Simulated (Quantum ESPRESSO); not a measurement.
Here is a Quantum ESPRESSO 7.5 calculation.

The input pw.in:

```
&CONTROL
  calculation = 'vc-relax'
  prefix = 'pwscf'
  outdir = './tmp'
  pseudo_dir = './pseudo'
  tprnfor = .true.
  tstress = .true.
  disk_io = 'low'
  nstep = 40
  forc_conv_thr = 0.0004
  etot_conv_thr = 1d-05
/
&SYSTEM
  ibrav = 0
  nat = 1
  ntyp = 1
  ecutwfc = 52
  ecutrho = 414
  nbnd = 11
  occupations = 'smearing'
  smearing = 'fd'
  degauss = 0.00367493
/
&ELECTRONS
  conv_thr = 2d-10
  electron_maxstep = 120
  mixing_beta = 0.5
/
&IONS
  ion_dynamics = 'bfgs'
/
&CELL
  cell_dynamics = 'bfgs'
  press = 200
  press_conv_thr = 0.3
/
ATOMIC_SPECIES
Au   196.9666 au_pbesol_v1.uspp.F.UPF
CELL_PARAMETERS angstrom
  -1.6572690000    1.6572690000    1.6572690000
   1.6572690000   -1.6572690000    1.6572690000
   1.6572690000    1.6572690000   -1.6572690000
ATOMIC_POSITIONS crystal
Au     0.0000000000    0.0000000000    0.0000000000
K_POINTS automatic
11 11 11 0 0 0
```

Potentials or basis: GBRV 1.5 PBEsol.

Run with:

```console
$ OMP_NUM_THREADS=1 mpirun -n 2 pw.x -nk 2 -in pw.in > pw.out
```

Problem. Predict the relaxed volume.

Solution. 15.59 Å³/atom.

Problem. Predict the space group after relaxing (to 0.05 Å).

Solution. Im-3m (No. 229).

Problem. Predict the band gap on the k mesh.

Solution. None (metal or under the smearing width).

Problem. Predict the relaxed cell.

Solution. a = 2.726 Å, b = 2.726 Å, c = 2.726 Å, α = 109.47°, β = 109.47°, γ = 109.47°.

The path:
| step | energy change (eV) | largest force (eV/Å) | pressure (GPa) | volume (Å³) |
| --- | --- | --- | --- | --- |
| 1 | 0.0000 | 0.0000 | -9.20 | 18.21 |
| 2 | 0.0413 | 0.0000 | 19.22 | 15.63 |
| 3 | 0.0487 | 0.0000 | 20.31 | 15.57 |
| 4 | 0.0466 | 0.0000 | 20.00 | 15.59 |

Spin-orbit coupling is left out, which matters for the levels of Au.
